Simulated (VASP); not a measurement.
# H (P1) in VASP: reference runs

Aim: a first look at H with PBE, on the cell as given.

Program: VASP 6.6.1. These are calculated values, not measurements. Logs are shortened: lines on timing, memory, paths and dates and some standing lists are left out, and cuts for length are marked.

## 1. The undisturbed crystal

The typed cell holds 4 atoms: a = 3.156 Å, b = 3.156 Å, c = 4.784 Å, α = 90.00°, β = 90.00°, γ = 98.58°.

## 2. Single point, PBE (all atoms moved at random, sigma 0.4 Å a component)

The input, INCAR:

```
PREC = Accurate
ENCUT = 520
EDIFF = 1E-7
ISMEAR = -1
SIGMA = 0.05
LREAL = F
LASPH = T
NELM = 100
ALGO = Normal
ISIF = 2
LWAVE = F
LCHARG = T
GGA = PE
LELF = T
LVHAR = T
NBANDS = 10
```

The input, KPOINTS:

```
Automatic mesh
0
Gamma
  9 9 6
```

The input, POSCAR:

```
H
1.0
   -1.6915344700      1.6915344700      2.0584739900
    1.6915344700     -1.6915344700      2.0584739900
    3.3830689400      3.3830689400      0.0000000000
H
4
Direct
    0.9518986500      0.9917706900      0.9055627000
    0.3909380200      0.4356155900      0.5747881400
    0.0731228000      0.0841682000      0.0037694300
    0.5840405300      0.4884455200      0.5158797300
```

Potentials or basis: VASP PAW PBE potentials, release 64 (H).

The run is started by

```console
$ cat potpaw_PBE.64/H/POTCAR > POTCAR
$ mpirun -np 1 vasp_std > vasp.out
```

OUTCAR:

```text
PREC = Accurate
   ENCUT = 520
   EDIFF = 1E-7
   ISMEAR = -1
   LREAL = F
   LASPH = T
   NELM = 100
   ISIF = 2
   GGA = PE

 ion  position               nearest neighbor table
   1  0.952  0.992  0.906-   3 0.65
   2  0.391  0.436  0.575-   4 0.67
   3  0.073  0.084  0.004-   1 0.65
   4  0.584  0.488  0.516-   2 0.67

  LATTYP: Found a base centered orthorhombic cell.
 ALAT       =     4.1169479800
 B/A-ratio  =     1.1621186376
 C/A-ratio  =     1.1621186376

  Lattice vectors:

 A1 = (  -1.6915344700,   1.6915344700,   2.0584739900)
 A2 = (   1.6915344700,  -1.6915344700,   2.0584739900)
 A3 = (   3.3830689400,   3.3830689400,   0.0000000000)

Analysis of symmetry for initial positions (statically):
=====================================================================
 Subroutine PRICEL returns:
 Original cell was already a primitive cell.

 Routine SETGRP: Setting up the symmetry group for a
 base centered orthorhombic supercell.

 Subroutine GETGRP returns: Found  1 space group operations
 (whereof  1 operations were pure point group operations)
 out of a pool of  8 trial point group operations.

The static configuration has the point symmetry C_1 .

Analysis of symmetry for dynamics (positions and initial velocities):
=====================================================================
 Subroutine PRICEL returns:
 Original cell was already a primitive cell.

 Routine SETGRP: Setting up the symmetry group for a
 base centered orthorhombic supercell.

 Subroutine GETGRP returns: Found  1 space group operations
 (whereof  1 operations were pure point group operations)
 out of a pool of  8 trial point group operations.

The dynamic configuration has the point symmetry C_1 .

 Subroutine INISYM returns: Found  1 space group operations
 (whereof  1 operations are pure point group operations),
 and found     1 'primitive' translations

----------------------------------------------------------------------------------------

                                     Primitive cell

  volume of cell :      47.1191

  direct lattice vectors                    reciprocal lattice vectors
    -1.691534470  1.691534470  2.058473990    -0.147794801  0.147794801  0.242898381
     1.691534470 -1.691534470  2.058473990     0.147794801 -0.147794801  0.242898381
     3.383068940  3.383068940  0.000000000     0.147794801  0.147794801  0.000000000

  length of vectors
     3.155929799  3.155929799  4.784381977     0.320446922  0.320446922  0.209013412

  position of ions in fractional coordinates (direct lattice)
     0.951898650  0.991770690  0.905562700
     0.390938020  0.435615590  0.574788140
     0.073122800  0.084168200  0.003769430
     0.584040530  0.488445520  0.515879730

  ion indices of the primitive-cell ions
   primitive index   ion index
                 1           1
                 2           2
                 3           3
                 4           4

----------------------------------------------------------------------------------------

 KPOINTS: Automatic mesh

Automatic generation of k-mesh.
 Grid dimensions read from file:
 generate k-points for:    9    9    6

 Generating k-lattice:

  Cartesian coordinates                     Fractional coordinates (reciprocal lattice)
    -0.016421645  0.016421645  0.026988709     0.111111111  0.000000000  0.000000000
     0.016421645 -0.016421645  0.026988709     0.000000000  0.111111111  0.000000000
     0.024632467  0.024632467  0.000000000     0.000000000  0.000000000  0.166666667

  Length of vectors
     0.035605214  0.035605214  0.034835569

  Shift w.r.t. Gamma in fractional coordinates (k-lattice)
     0.000000000  0.000000000  0.000000000

 Subroutine IBZKPT returns following result:
 ===========================================

 Found    244 irreducible k-points:

 Following reciprocal coordinates:
            Coordinates               Weight
  0.000000  0.000000  0.000000      1.000000
  0.111111 -0.000000  0.000000      2.000000
 -0.000000  0.111111  0.000000      2.000000
  0.222222  0.000000  0.000000      2.000000
  0.000000  0.222222  0.000000      2.000000
  0.333333  0.000000  0.000000      2.000000
[... 16 lines left out ...]
 -0.111111  0.111111  0.000000      2.000000
  0.222222  0.222222  0.000000      2.000000
 [... further k-points ...]
   k-points           NKPTS =    244   k-points in BZ     NKDIM =    244   number of bands    NBANDS=     10
   number of dos      NEDOS =    301   number of ions     NIONS =      4
   total plane-waves  NPLWV =  20736
   dimension x,y,z NGX =    24 NGY =   24 NGZ =   36
   dimension x,y,z NGXF=    48 NGYF=   48 NGZF=   72
   ions per type =               4
   NGX,Y,Z   is equivalent  to a cutoff of  12.64, 12.64, 12.51 a.u.
   NGXF,Y,Z  is equivalent  to a cutoff of  25.29, 25.29, 25.02 a.u.
 SYSTEM =  unknown system
   PREC   = accura    normal or accurate (medium, high low for compatibility)
   ISTART =      0    job   : 0-new  1-cont  2-samecut
   ICHARG =      2    charge: 1-file 2-atom 10-const
   ISPIN  =      1    spin polarized calculation?
   LNONCOLLINEAR =      F non collinear calculations
   LSORBIT =      F    spin-orbit coupling
   LASPH  =      T    aspherical Exc in radial PAW
   ENCUT  =  520.0 eV  38.22 Ry    6.18 a.u.   5.87  5.87  8.90*2*pi/ulx,y,z
   NELM   =    100;   NELMIN=  2; NELMDL= -5     # of ELM steps
   EDIFF  = 0.1E-06   stopping-criterion for ELM
   LREAL  =      F    real-space projection
   EDIFFG = 0.1E-05   stopping-criterion for IOM
   NSW    =      0    number of steps for IOM
   IBRION =     -1    ionic relax: 0-MD 1-quasi-New 2-CG
   NFREE  =      0    steps in history (QN), initial steepest desc. (CG)
   ISIF   =      2    stress and relaxation
   ISYM   =      2    0-nonsym 1-usesym 2-fastsym
   POTIM  = 0.5000    time-step for ionic-motion
   TEBEG  =    0.0;   TEEND  =   0.0 temperature during run
   PSTRESS=    0.0 pullay stress
   NELECT =       4.0000    total number of electrons
   NUPDOWN=      -1.0000    fix difference up-down
   EMIN   =  10.00;   EMAX   =-10.00  energy-range for DOS
   EFERMI =   0.00;   METHOD = LEGACY
   ISMEAR =    -1;   SIGMA  =   0.05  broadening in eV -4-tet -1-fermi 0-gaus
   EFERMI_NEDOS =   21; number of points for ismear=-14 and -15
   IALGO  =     38    algorithm
   IMIX   =      4    mixing-type and parameters
     AMIX     =   0.40;   BMIX     =  1.00
     AMIX_MAG =   1.60;   BMIX_MAG =  1.00
  volume/ion in A,a.u.               =      11.78        79.49
  Fermi-wavevector in a.u.,A,eV,Ry     =   0.719497  1.359653  7.043413  0.517676
  Thomas-Fermi vector in A             =   1.808708
   LORBIT       =      0    0 simple, 1 ext, 2 COOP (PROOUT), +10 PAW based schemes
   GGA     = PE    functional components
   LHFCALC =     F    Hartree Fock is set to
   AEXX    =    0.0000 exact exchange contribution
   IVDW    =     0    specifies the selected vdW correction
   LEPSILON=     F    determine dielectric tensor
   LRPA    =     F    only Hartree local field effects (RPA)
 non-spin polarized calculation
  energy-cutoff  :      520.00
  volume of cell :       47.12
 maximum number of plane-waves:      1284
   NGX = 11   NGY = 11   NGZ = 17

 number of electron       3.9999999 magnetization

 Free energy of the ion-electron system (eV)
  ---------------------------------------------------
  ext. energy  EPLUGINS =         0.00000000
  ---------------------------------------------------
  free energy    TOTEN  =       -13.18410094 eV

  energy without entropy =      -13.18410094  energy(sigma->0) =      -13.18410094

 E-fermi :  -7.7469     XC(G=0):  -5.2001

 val. band max:       -8.7623104949   @ k =  -0.4444   0.4444   0.0000
 cond. band min:       0.6252760731   @ k =   0.4444  -0.0000   0.5000
 fundamental gap:      9.3875865681
 Fermi energy:        -7.7468769959

 k-point     1 :       0.0000    0.0000    0.0000
  band No.  band energies     occupation
      1     -10.9866      2.00000
      2      -9.0844      2.00000
      3       1.8187      0.00000
      4       5.3053      0.00000
      5       6.9190      0.00000
      6       7.9406      0.00000
      7      10.4323      0.00000
      8      11.8878      0.00000
      9      12.2753      0.00000
     10      14.3329      0.00000

 k-point     2 :       0.1111   -0.0000    0.0000
  band No.  band energies     occupation
      1     -10.8846      2.00000
      2      -9.0675      2.00000
      3       1.9754      0.00000
      4       4.8777      0.00000
      5       5.6776      0.00000
      6       8.7466      0.00000
      7      10.1183      0.00000
      8      12.1236      0.00000
      9      13.0843      0.00000
     10      13.9035      0.00000

 k-point     3 :      -0.0000    0.1111    0.0000
  band No.  band energies     occupation
      1     -10.8916      2.00000
      2      -9.0751      2.00000
      3       1.9866      0.00000
      4       4.9353      0.00000
      5       6.2373      0.00000
      6       8.2232      0.00000
      7       9.6615      0.00000
      8      12.1041      0.00000
      9      13.3700      0.00000
     10      14.0185      0.00000
[... 248 lines left out ...]
 k-point    23 :      -0.1111    0.1111    0.0000
  band No.  band energies     occupation
      1     -10.8243      2.00000
      2      -9.0403      2.00000
      3       2.1009      0.00000
      4       4.8120      0.00000
      5       6.1210      0.00000
      6       7.1161      0.00000
      7      11.1410      0.00000
      8      11.7255      0.00000
      9      13.2999      0.00000
     10      14.1198      0.00000

 k-point    24 :       0.2222    0.2222    0.0000
  band No.  band energies     occupation
      1     -10.1573      2.00000
      2      -9.0855      2.00000
      3       2.7077      0.00000
      4       3.9324      0.00000
      5       4.2949      0.00000
      6       5.4200      0.00000
      7       9.6683      0.00000
      8      10.4824      0.00000
      9      12.8256      0.00000
     10      15.2334      0.00000

 [... further k-points ...]

------------------------ aborting loop because EDIFF is reached ----------------------------------------

  FORCE on cell =-STRESS in cart. coord.  units (eV):
  Direction    XX          YY          ZZ          XY          YZ          ZX
  --------------------------------------------------------------------------------------
  -------------------------------------------------------------------------------------
  Total        1.7165941      1.2121843      2.9918905      0.7715158      1.3645975     -0.2623591
  in kB       58.3688473     41.2175504    101.7323804     26.2336253     46.4000088     -8.9209211
  external PRESSURE =      67.1062593 kB  Pullay stress =       0.0000000 kB

 VOLUME and BASIS-vectors are now :
 -----------------------------------------------------------------------------
  energy-cutoff  :      520.00
  volume of cell :       47.12
      direct lattice vectors                 reciprocal lattice vectors
    -1.691534470  1.691534470  2.058473990    -0.147794801  0.147794801  0.242898381
     1.691534470 -1.691534470  2.058473990     0.147794801 -0.147794801  0.242898381
     3.383068940  3.383068940  0.000000000     0.147794801  0.147794801  0.000000000

 POSITION                                       TOTAL-FORCE (eV/Angst)
 -----------------------------------------------------------------------------------
      3.13103      2.99614      4.00099        -2.173452     -2.938562     -3.451266
      2.02012      1.86897      1.70144         2.337213     -0.212039     -2.713445
      0.03144     -0.00593      0.32378         2.225136      2.992924      3.417720
      1.58355      1.90696      2.20768        -2.388897      0.157677      2.746991
 -----------------------------------------------------------------------------------
    total drift:                                0.000391      0.000340     -0.000054

  FREE ENERGIE OF THE ION-ELECTRON SYSTEM (eV)
  ---------------------------------------------------
  free  energy   TOTEN  =       -13.1841009374 eV

  energy  without entropy=      -13.1841009373  energy(sigma->0) =      -13.18410094
```

Run time: 49 s. Hardware: 1 thread of Intel Xeon Platinum 8259CL at 2.50GHz (Skylake/Cascade Lake), shared host; peak memory 0.2 GiB.

Results:

```
Free energy            : -13.1841 eV
Pressure               : 6.7 GPa
Largest force          : 5.059 eV/Å
Band gap on the k mesh : 9.39 eV, indirect (least direct gap 9.97 eV)
```

Forces in eV/Å, atoms in the order of the input:
```
H   -2.173 -2.939 -3.451
H    2.337 -0.212 -2.713
H    2.225  2.993  3.418
H   -2.389  0.158  2.747
```

Stress tensor (GPa, compression positive):
```
 5.84  2.62 -0.89
 2.62  4.12  4.64
-0.89  4.64 10.17
```

Levels at points of the mesh, in eV from the valence-band top:
```tsv
k point	band 1	band 2	band 3	band 4	band 5
(0.00, 0.00, 0.00)	-2.22	-0.32	10.58	14.07	15.68
(0.00, 0.00, 0.50)	-1.83	-0.87	10.96	13.20	17.03
```

Caveat: an odd mesh through Γ misses points on the zone boundary, where band edges often lie; forces of over 1 eV/Å show positions far from the minimum, so gaps and moduli don't describe the material at rest.
